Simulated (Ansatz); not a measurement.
## Is this Li structure a true minimum?

The cell was found from a structure generator's guess, not taken from experiment.

Theory: DFT PBE, scalar-relativistic, plane waves, PAW in Ansatz 0.2.0. Settings: cutoff 420 eV, Γ-centred mesh 20×20×20 on the computed 1-atom cell, Gaussian smearing of 0.10 eV; no spin polarisation.

The cell below (1 atom, space group Pm-3m (No. 221)) is relaxed within its symmetry.

```cif
data_structure
_symmetry_space_group_name_H-M 'P 1'
_symmetry_Int_Tables_number 1
_cell_length_a 2.7324
_cell_length_b 2.7324
_cell_length_c 2.7324
_cell_angle_alpha 90.000
_cell_angle_beta 90.000
_cell_angle_gamma 90.000
_cell_volume 20.40
loop_
_atom_site_label
_atom_site_type_symbol
_atom_site_fract_x
_atom_site_fract_y
_atom_site_fract_z
_atom_site_occupancy
Li1 Li 0.50000 0.50000 0.50000 1
```

For the test a repeat of it with 8 atoms (edges 5.46, 5.46, 5.46 Å) was strained at random (σ = 1.5 % a component), the atoms were moved at random (σ = 0.15 Å), and all was relaxed again on a coarse 4×4×4 mesh (in the run’s order of axes) with 0.20 eV smearing, with no symmetry imposed.

Question: Is the structure stable against such a distortion?

Answer: It doesn't return. The energy falls by 114 meV/atom on that mesh, the volume changes by -0.5 %, and the end has space group Pm-3n (No. 223) at a loose tolerance. Relaxed again on an 8×8×8 mesh with 0.10 eV smearing, the new structure lies 103 meV/atom below the first (mesh in the axes of the run's cell; the cell below is made exact in the group named). Space group Cccm (No. 66), orthorhombic, a = 7.693 Å, b = 7.730 Å, c = 5.460 Å. Li on a site of symmetry 2/m is surrounded by 12 Li at 3.04–3.05 Å; Li on a site of symmetry 222 is surrounded by 2 Li at 2.73 Å, 4 Li at 3.05 Å and 8 Li at 3.34–3.35 Å; Li on a site of symmetry m has 2 Li at 2.72–2.73 Å, 4 Li at 3.04–3.05 Å and 8 Li at 3.34–3.35 Å.

```cif
data_structure
_symmetry_space_group_name_H-M 'Cccm'
_symmetry_Int_Tables_number 66
_cell_length_a 7.6927
_cell_length_b 7.7299
_cell_length_c 5.4596
_cell_angle_alpha 90.000
_cell_angle_beta 90.000
_cell_angle_gamma 90.000
_cell_volume 324.65
loop_
_atom_site_label
_atom_site_type_symbol
_atom_site_symmetry_multiplicity
_atom_site_Wyckoff_symbol
_atom_site_fract_x
_atom_site_fract_y
_atom_site_fract_z
_atom_site_occupancy
Li1 Li 4 f 0.25000 0.75000 0.00000 1
Li2 Li 4 a 0.00000 0.00000 0.25000 1
Li3 Li 8 l 0.62465 0.87516 0.00000 1
```
